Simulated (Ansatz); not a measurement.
## Cs started on a Pb site next to Pb started on a Cs site in cubic perovskite CsPbBr3, 40 atoms, charge 0

All numbers below come from Ansatz 0.2.0, DFT, HSE06, PAW, plane waves.

Input file:

```yaml
crystal:
  lattice:
    - [11.763330, 0.000000, 0.000000]
    - [0.000000, 11.763330, 0.000000]
    - [0.000000, 0.000000, 11.763330]
  atoms:
    - { symbol: Pb, position: [0.068973, 0.113280, 0.993288] }
    - { symbol: Pb, position: [0.231075, 0.255329, 0.727965] }
    - { symbol: Pb, position: [0.265831, 0.750446, 0.248391] }
    - { symbol: Pb, position: [0.253781, 0.747938, 0.746045] }
    - { symbol: Pb, position: [0.740621, 0.235262, 0.245355] }
    - { symbol: Pb, position: [0.732027, 0.246805, 0.753921] }
    - { symbol: Pb, position: [0.763722, 0.747697, 0.254661] }
    - { symbol: Pb, position: [0.753139, 0.752747, 0.759191] }
    - { symbol: Cs, position: [0.998176, 0.938974, 0.511995] }
    - { symbol: Cs, position: [0.992155, 0.537230, 0.001968] }
    - { symbol: Cs, position: [0.964153, 0.492526, 0.524349] }
    - { symbol: Cs, position: [0.466063, 0.010181, 0.998094] }
    - { symbol: Cs, position: [0.554152, 0.977086, 0.504236] }
    - { symbol: Cs, position: [0.525389, 0.538589, 0.019094] }
    - { symbol: Cs, position: [0.534867, 0.493346, 0.513868] }
    - { symbol: Cs, position: [0.247684, 0.258564, 0.284044] }
    - { symbol: Br, position: [0.260890, 0.259695, 0.986521] }
    - { symbol: Br, position: [0.103935, 0.218303, 0.524833] }
    - { symbol: Br, position: [0.258093, 0.695403, 0.995219] }
    - { symbol: Br, position: [0.279529, 0.810808, 0.498481] }
    - { symbol: Br, position: [0.672182, 0.244637, 0.997916] }
    - { symbol: Br, position: [0.756239, 0.265720, 0.500457] }
    - { symbol: Br, position: [0.768292, 0.747375, 0.006144] }
    - { symbol: Br, position: [0.744469, 0.730705, 0.506945] }
    - { symbol: Br, position: [0.984145, 0.275614, 0.157201] }
    - { symbol: Br, position: [0.987439, 0.288952, 0.813451] }
    - { symbol: Br, position: [0.014874, 0.691729, 0.283320] }
    - { symbol: Br, position: [0.003015, 0.715537, 0.736038] }
    - { symbol: Br, position: [0.512758, 0.159397, 0.272226] }
    - { symbol: Br, position: [0.485771, 0.221046, 0.694412] }
    - { symbol: Br, position: [0.515457, 0.805256, 0.229427] }
    - { symbol: Br, position: [0.502946, 0.780363, 0.769706] }
    - { symbol: Br, position: [0.195197, 0.991219, 0.165245] }
    - { symbol: Br, position: [0.206815, 0.003145, 0.790917] }
    - { symbol: Br, position: [0.349057, 0.525993, 0.277687] }
    - { symbol: Br, position: [0.263053, 0.503211, 0.680319] }
    - { symbol: Br, position: [0.810385, 0.993797, 0.277975] }
    - { symbol: Br, position: [0.778206, 0.000403, 0.732629] }
    - { symbol: Br, position: [0.722449, 0.495051, 0.252874] }
    - { symbol: Br, position: [0.723288, 0.500265, 0.763430] }
  symmetry: { detect: false }
kpoints:
  mp_grid: { grid: [1, 1, 1], shift: [0.25, 0.25, 0.25] }
hamiltonian:
  xc: hse06
scf:
  occupations: { method: fermi_dirac, width: 0.01 }
output:
  forces: true
  eigenvalues: true
  populations: true
  eigenstates: { kpoints: [[0.25, 0.25, 0.25]], e_range: [-6.0, 6.0], localisation: true }
```

Launch command:

```sh
ansatz run in.yaml --threads 8 --pin off --max-ram 118750MiB --runs-dir r --events-out ev --progress --plain --backend cuda --devices 0, --max-vram 170GiB
```

Output (machine lines and repeated set-up lines are left out; […] marks rows cut from tables):

```
Pseudopotentials: kind: paw
Functional definition: HSE06
  parameter a = 0.25
  parameter omega = 0.11/bohr
  exchange = pbe_x - a*pbe_x_sr(omega) + a*exact_x_sr(omega)
  correlation = pbe_c
Crystal: 40 atoms, lattice volume = 1627.762 Å³
Basis set: ecut = 420 eV, 31799 PW (Γ), exchange–correlation on 160×160×160 points (8 copies of the dense FFT grid, shifted against one another)
Bands: 216, of which v1, the nominal top of the filled ones, is band 176 counted from 1 (175 counted from 0)
Symmetry: 1 space group operations
k-points: 1
Non-local potential: Pb, projectors of the file, l = 0: 2, l = 1: 2, l = 2: 2, l = 3: 2
Non-local potential: Cs, projectors of the file, l = 0: 3, l = 1: 2, l = 2: 2, l = 3: 2
Non-local potential: Br, projectors of the file, l = 0: 2, l = 1: 2, l = 2: 2
PAW form: soft (Blöchl's): semilocal exchange-correlation on the pseudo side does not see the compensation charge
PAW frozen core: Pb, regenerated for the run's functional, and the local potential with it (the file was generated under x = pbe(κ = 0.804, μ = 0.2195149727645171), c = pbe(β = 0.06672455060314922))
PAW frozen core: Cs, regenerated for the run's functional, and the local potential with it (the file was generated under x = pbe(κ = 0.804, μ = 0.2195149727645171), c = pbe(β = 0.06672455060314922))
PAW frozen core: Br, regenerated for the run's functional, and the local potential with it (the file was generated under x = pbe(κ = 0.804, μ = 0.2195149727645171), c = pbe(β = 0.06672455060314922))
PAW one-centre angular grid: Pb, 590 points (default); XC on 64 Gauss nodes
PAW one-centre angular grid: Cs, 194 points (default); XC on 96 Gauss nodes
PAW one-centre angular grid: Br, 110 points (default); XC on 64 Gauss nodes
Initial density: superposition of atomic densities (neutral atoms: chi_scale 0, normalization atom), corrected by the library's trained network
Initial wavefunctions: pseudopotential atomic-orbital guess
Functional: x = pbe(κ = 0.804, μ = 0.2195149727645171), c = pbe(β = 0.06672455060314922), warm-up for x = pbe(κ = 0.804, μ = 0.2195149727645171) + 0.25 (exact − pbe) at short range (hse, ω = 0.20786987370883472 Å⁻¹), c = pbe(β = 0.06672455060314922); HSE06 as pw.x's `hse` composes it (authors' and Libxc's form: `xc: wpbeh`)
SCF iter   1: F=—  HF=-207465.477141 eV  |F-HF|=—  |Δ(HF+E_count)|=         —  Δρ=1.33e-3  dr2=4.45e-2  ethr=1.77e-3  ⟨swp⟩=20.0  Hψ=1133  notcnv=1
preconditioner: auto → none  [insulator: Δε(μ)=3.081 eV  Ē_g=12.611 eV  σ=0.010 eV  W_gap=1.00  n_scr=250 (ndim 8)  ℏωp=16.9 eV  f_vac=0.108  D(μ)=0.00/eV (n_scr^D=0)]
SCF iter   2: F=—  HF=-207465.484022 eV  |F-HF|=—  |Δ(HF+E_count)|=   6.88e-3  Δρ=4.34e-4  dr2=5.35e-3  ethr=1.26e-5  ⟨swp⟩=12.0  Hψ=816  notcnv=0  defer=1
SCF iter   3: F=—  HF=-207465.483879 eV  |F-HF|=—  |Δ(HF+E_count)|=   1.42e-4  Δρ=2.37e-4  dr2=1.04e-3  ethr=1.52e-6  ⟨swp⟩=10.0  Hψ=678  notcnv=0  defer=1
SCF iter   4: F=-207465.484242 eV  HF=-207465.484164 eV  |F-HF|=7.76e-5  |Δ(HF+E_count)|=   2.85e-4  Δρ=1.16e-4  dr2=2.03e-4  ethr=2.96e-7  ⟨swp⟩=9.0  Hψ=500  notcnv=0  defer=2
SCF 1 stopped early in 4 iterations: F = -207465.484242 eV  dr2 = 2.03e-4
  greatest PAW one-centre occupation: 0.982 electrons in one spin orbital (limit 2), on the Pb atom at site 0 (counted from 0), in its partial waves of l = 2
Initial density: handed on by an earlier stage of this run
Initial wavefunctions: those handed on with the density
Functional: x = pbe(κ = 0.804, μ = 0.2195149727645171) + 0.25 (exact − pbe) at short range (hse, ω = 0.20786987370883472 Å⁻¹), c = pbe(β = 0.06672455060314922); HSE06 as pw.x's `hse` composes it (authors' and Libxc's form: `xc: wpbeh`)
Exchange kernel: α = 0.2500, screened, ω = 0.2079 Å⁻¹, Wigner–Seitz truncation, v(0) = 972.7864 eV·Å³, q-mesh 1×1×1, nearest image of the exchange supercell L = 11.76 Å, pair-density grid 54×54×54, without the augmentation charges, whose exchange is taken in its separable form (sized by the pseudopotential files, 80×80×80 at the most)
Frozen-core exchange: fock
SCF iter   1: F=—  HF=-207580.866318 eV  |F-HF|=—  |Δ(HF+E_count)|=         —  Δρ=3.81e-3  dr2=2.34e-1  ethr=5.76e-7  ⟨swp⟩=13.0  Hψ=1379  notcnv=0
preconditioner: auto → none  [insulator: Δε(μ)=3.915 eV  Ē_g=14.297 eV  σ=0.010 eV  W_gap=1.00  n_scr=250 (ndim 8)  ℏωp=16.9 eV  f_vac=0.108  D(μ)=0.00/eV (n_scr^D=0)]
SCF iter   2: F=—  HF=-207580.786951 eV  |F-HF|=—  |Δ(HF+E_count)|=   7.94e-2  Δρ=1.45e-3  dr2=3.08e-2  ethr=5.76e-7  ⟨swp⟩=9.0  Hψ=928  notcnv=0
SCF iter   3: F=—  HF=-207580.850237 eV  |F-HF|=—  |Δ(HF+E_count)|=   6.33e-2  Δρ=7.12e-4  dr2=1.33e-2  ethr=5.76e-7  ⟨swp⟩=7.0  Hψ=836  notcnv=0
SCF iter   4: F=—  HF=-207580.846233 eV  |F-HF|=—  |Δ(HF+E_count)|=   4.00e-3  Δρ=1.28e-4  dr2=1.19e-3  ethr=5.76e-7  ⟨swp⟩=7.0  Hψ=757  notcnv=0
SCF iter   5: F=—  HF=-207580.846666 eV  |F-HF|=—  |Δ(HF+E_count)|=   4.33e-4  Δρ=8.67e-5  dr2=2.05e-4  ethr=3.11e-7  ⟨swp⟩=6.0  Hψ=511  notcnv=0  defer=6
iter 6 solved again at ethr=3.96e-9 eV; its pass at ethr=4.93e-8 eV (dr2=1.39e-5 eV) is discarded
SCF iter   6: F=-207580.846629 eV  HF=-207580.846633 eV  |F-HF|=4.05e-6  |Δ(HF+E_count)|=   3.25e-5  Δρ=2.90e-5  dr2=2.37e-5  ethr=3.96e-9  ⟨swp⟩=3.0  Hψ=944  notcnv=0
SCF 2 stopped early in 6 iterations: F = -207580.846629 eV  dr2 = 2.37e-5
  Residual-converged pass: ⟨swp⟩=4.0  Hψ=696  notcnv=0  max |occ|·‖R‖ = 4.4e-6 eV (tolerance 6.7e-6 eV)  dr2=2.34e-5  dr2_onsite=9.95e-7  max |Δocc| = 0.0e0
hybrid outer 1: dexx = +7.679e-2 eV, tail = 1.63e-4 eV
SCF iter   1: F=—  HF=-207580.848349 eV  |F-HF|=—  |Δ(HF+E_count)|=         —  Δρ=2.98e-5  dr2=2.76e-5  ethr=2.32e-7  ⟨swp⟩=9.0  Hψ=516  notcnv=0
preconditioner: auto → none  [insulator: Δε(μ)=3.886 eV  Ē_g=14.283 eV  σ=0.010 eV  W_gap=1.00  n_scr=250 (ndim 8)  ℏωp=16.9 eV  f_vac=0.113  D(μ)=0.00/eV (n_scr^D=0)]
SCF iter   2: F=—  HF=-207580.848346 eV  |F-HF|=—  |Δ(HF+E_count)|=   3.40e-6  Δρ=8.58e-6  dr2=8.35e-7  ethr=6.88e-9  ⟨swp⟩=4.0  Hψ=553  notcnv=0
SCF iter   3: F=—  HF=-207580.848347 eV  |F-HF|=—  |Δ(HF+E_count)|=   1.16e-6  Δρ=4.94e-6  dr2=2.29e-7  ethr=1.75e-10  ⟨swp⟩=9.0  Hψ=728  notcnv=0
SCF iter   4: F=-207580.848347 eV  HF=-207580.848347 eV  |F-HF|=1.43e-9  |Δ(HF+E_count)|=   9.26e-9  Δρ=1.81e-6  dr2=2.33e-8  ethr=5.43e-11  ⟨swp⟩=3.0  Hψ=415  notcnv=0
SCF 3 converged in 4 iterations: F = -207580.848347 eV  dr2 = 2.33e-8
  Residual-converged pass: ⟨swp⟩=4.0  Hψ=571  notcnv=0  max |occ|·‖R‖ = 1.9e-6 eV (tolerance 2.0e-6 eV)  dr2=2.46e-8  dr2_onsite=2.41e-9  max |Δocc| = 0.0e0
hybrid outer 2: dexx = +1.530e-6 eV, tail = 7.69e-8 eV, Δε = 4.78e-3 eV (about 1.29e-4 eV left of the loop's levels), ΔF = 1.41e-2 eV/Å (tail 1.22e-3)
SCF iter   1: F=—  HF=-207580.848347 eV  |F-HF|=—  |Δ(HF+E_count)|=         —  Δρ=1.93e-6  dr2=2.63e-8  ethr=1.09e-10  ⟨swp⟩=15.0  Hψ=641  notcnv=0
SCF iter   2: F=-207580.848347 eV  HF=-207580.848347 eV  |F-HF|=1.46e-10  |Δ(HF+E_count)|=   3.03e-9  Δρ=8.49e-7  dr2=5.22e-9  ethr=7.45e-12  ⟨swp⟩=3.0  Hψ=418  notcnv=0
SCF 4 converged in 2 iterations: F = -207580.848347 eV  dr2 = 5.22e-9
  Residual-converged pass: ⟨swp⟩=4.0  Hψ=486  notcnv=0  max |occ|·‖R‖ = 1.2e-6 eV (tolerance 1.3e-6 eV)  dr2=5.56e-9  dr2_onsite=5.56e-10  max |Δocc| = 0.0e0
hybrid outer 3: dexx = +7.105e-10 eV, tail = 1.15e-8 eV, Δε = 2.48e-5 eV (about 1.77e-5 eV left of the loop's levels), ΔF = 1.31e-4 eV/Å (tail 2.67e-4)
NSCF: frozen V_eff on 1 k-points
hybrid SCF converged: 3 outer / 12 inner (+4 warm-up), last move |dexx| = 7.11e-10 eV, tail = 1.15e-8 eV
Stability not checked: this state was not tested for a lower state beside it, because the functional holds exact exchange (a hybrid, or Hartree-Fock), whose exchange loop this test does not read (fock_operator; see scf.lower_state_search)
Free energy (F): -207580.848347 eV
Harris-Foulkes:  -207580.848347 eV  (|F-HF|=1.46e-10)
Internal energy: -207580.848347 eV  (E = F + TS)
E sigma→0 (E₀):  -207580.848347 eV
Fermi energy:    3.987799 eV
--- Per-component energies (eV) ---
  E_band       = -2443.126774
  E_kinetic    = 6627.808687
  E_local      = -21537.498619  (includes V_loc(G=0)·N_el)
  E_nonlocal   = 4721.898633
  E_hartree    = 7951.375029
  E_xc         = -7530.392514
  E_vxc        = -3662.013752  (∫ρ·V_xc dr)
  E_exx        = -697.864391  (= α·E_x^exact, valence–valence)
  E_paw        = -179086.465336  (= ΣΔE_a)
  E_vpaw       = -3100.343910  (= ΣTr[D̂ρ^β])
  E_aug_tail   = 0.000378  (compensation charges beyond the density's cutoff)
  E_ewald      = -18022.377865
  E_core_change = -7.332339  (= ΣΔE_core)
  E_smearing   = -0.000000  (= −TS)
  E_closure    = -0.000010  (closes the sum)
  Σ components = -207580.848347   (vs F -207580.848347, Δ=0.00e0)
--- Forces (eV/Å), atoms counted from 1 ---
  atom   1  Pb    -0.09880280    -0.07961338     0.03786416
  atom   2  Pb     0.01837655     0.01291872    -0.04848695
  atom   3  Pb     0.00141833    -0.01293706     0.01524167
  atom   4  Pb     0.00520245    -0.00505291    -0.00060822
  atom   5  Pb    -0.00953775    -0.00098783     0.00741119
  atom   6  Pb     0.00690163    -0.00343467     0.00861794
  atom   7  Pb     0.00065468     0.01327702    -0.00468436
  atom   8  Pb    -0.00334884     0.00698669     0.01272972
  atom   9  Cs     0.01401589     0.02640387    -0.01500041
  atom  10  Cs     0.01139081    -0.01696357     0.00687604
  atom  11  Cs     0.02943272    -0.00107851    -0.03225835
  atom  12  Cs     0.03703612    -0.01395874    -0.03012623
  atom  13  Cs    -0.03910551     0.00522533     0.01061239
  atom  14  Cs    -0.03416331    -0.04907491    -0.03875250
  atom  15  Cs    -0.03776420     0.00603930    -0.00441299
  atom  16  Cs     0.00641786     0.02397502     0.05181186
  atom  17  Br     0.06042074     0.06612656     0.02381012
  atom  18  Br    -0.00869490    -0.01986588    -0.03422426
  atom  19  Br    -0.01373601    -0.00988822    -0.00478665
  atom  20  Br     0.02217868     0.01956324    -0.00430354
  atom  21  Br    -0.00742613    -0.00407757    -0.00900495
  atom  22  Br     0.01640404    -0.02064882    -0.00557737
  atom  23  Br     0.01786749     0.05527623    -0.00149606
  atom  24  Br    -0.01425784    -0.00958911    -0.00114361
  atom  25  Br     0.02041384     0.02862141     0.02152993
  atom  26  Br    -0.01140952     0.03802602    -0.01847842
  atom  27  Br     0.01498284    -0.02759062     0.00503409
  atom  28  Br     0.00508483     0.00259414     0.01721204
  atom  29  Br    -0.02429466     0.00701672     0.02093824
  atom  30  Br    -0.01608713    -0.01574521    -0.00767807
  atom  31  Br     0.00277729     0.01213483    -0.00187572
  atom  32  Br     0.00362818     0.00459819     0.00261059
  atom  33  Br    -0.03621784     0.00601213     0.01804727
  atom  34  Br    -0.00183311    -0.02296193    -0.02626145
  atom  35  Br    -0.01049452    -0.03406532     0.01968512
  atom  36  Br     0.01650895    -0.00387954    -0.01466302
  atom  37  Br     0.03389310     0.01188449    -0.02974510
  atom  38  Br     0.02921305     0.00961345     0.03790411
  atom  39  Br     0.00426710    -0.00437803    -0.00720019
  atom  40  Br    -0.01134209    -0.00050712     0.02281837
  max |Σ_I F_I| component: 2.90e-5 eV/Å
--- Band table (eV) ---
  k-point 0: bands = ["-19.5841", "-19.5329", "-19.5314", "-19.5293", "-19.4882", "-19.4383", "-19.4182", "-19.1203", "-15.6808", "-15.6429", "-15.5811", "-15.5690", "-15.5441", "-15.5418", "-15.5207", "-15.5077", "-15.4934", "-15.4896", "-15.4785", "-15.4616", "-15.4594", "-15.4423", "-15.4344", "-15.4305", "-15.4252", "-15.4220", "-15.4069", "-15.3961", "-15.3943", "-15.3844", "-15.3773", "-15.3 …
--- Löwdin populations: 40 sites ---
  site symbol       q [e]
     0     Pb     13.2957
     1     Pb     13.3390
     2     Pb     13.3379
     3     Pb     13.3442
     4     Pb     13.3419
     5     Pb     13.3479
     6     Pb     13.3639
     7     Pb     13.3858
     8     Cs      8.2465
     9     Cs      8.2413
    10     Cs      8.2413
    11     Cs      8.2456
    12     Cs      8.2464
    13     Cs      8.2385
    14     Cs      8.2402
    15     Cs      8.2415
    16     Br      7.3561
    17     Br      7.5025
    18     Br      7.4393
    19     Br      7.4369
    20     Br      7.4196
    21     Br      7.4384
    22     Br      7.3913
    23     Br      7.4285
    24     Br      7.4074
    25     Br      7.3672
    26     Br      7.4514
    27     Br      7.4237
    28     Br      7.5029
    29     Br      7.4335
    30     Br      7.4277
    31     Br      7.4123
    32     Br      7.4190
    33     Br      7.3780
    34     Br      7.4995
    35     Br      7.4128
    36     Br      7.4087
    37     Br      7.4040
    38     Br      7.4520
    39     Br      7.4298
  spilling = 0.003010 (of n_electrons = 352.000000)
```

Absolute energies hang on the potentials; compare differences alone.

The atoms are those of an earlier PBEsol relaxation. One k point and one spin start were run, so the state needn't be the lowest, and an added charge can sit in a band of the host.

Time: 16 s of wall time on one NVIDIA GB200 with 8 processor threads, on a host shared with other runs; peak host memory 3.8 GiB.
